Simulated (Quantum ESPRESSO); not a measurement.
Mn3Si:

```
CELL_PARAMETERS angstrom
0.00000 2.86100 2.86100
2.86100 0.00000 2.86100
2.86100 2.86100 0.00000
ATOMIC_POSITIONS crystal
Mn 0.75000 0.75000 0.75000
Mn 0.25000 0.25000 0.25000
Mn 0.50000 0.50000 0.50000
Si 0.00000 0.00000 0.00000
```

Base run:

```yaml
Program: Quantum ESPRESSO 7.5
Functional: PBEsol
Potentials_or_basis: GBRV 1.5 PBEsol
Cutoff: 612 eV
Density_cutoff: 4898 eV
k_mesh: 7 × 7 × 7
Occupations: fermi-dirac, width 0.05 eV
Spin: collinear spin, ferromagnetic start
Starting_moments: "[4.0, 4.0, 4.0, 0.0] μB"
Hubbard_terms: Mn d U = 2 eV
```

Its results: band gap on the k mesh none (metal or under the smearing width); pressure 14.5 GPa; net moment 8.97 μB per cell; site moments Mn +2.97, +2.94; Si -0.17 μB.

Question: After a change of settings the same cell gave: band gap on the k mesh none (metal or under the smearing width); pressure 49.8 GPa; net moment 11.50 μB per cell; site moments Mn +3.63, +4.04; Si -0.19 μB. Which change was it?
A. hubbard terms from Mn d U = 2 eV to Mn d U = 1 eV
B. hubbard terms from Mn d U = 2 eV to none
C. hubbard terms from Mn d U = 2 eV to Mn d U = 6 eV

Answer: C.

Caveats: the U is typed as a test and isn't derived for this compound; a pressure of tens of GPa on the cell as given is suspect, and the run, the potentials or the cell itself is likely at fault (some runs).
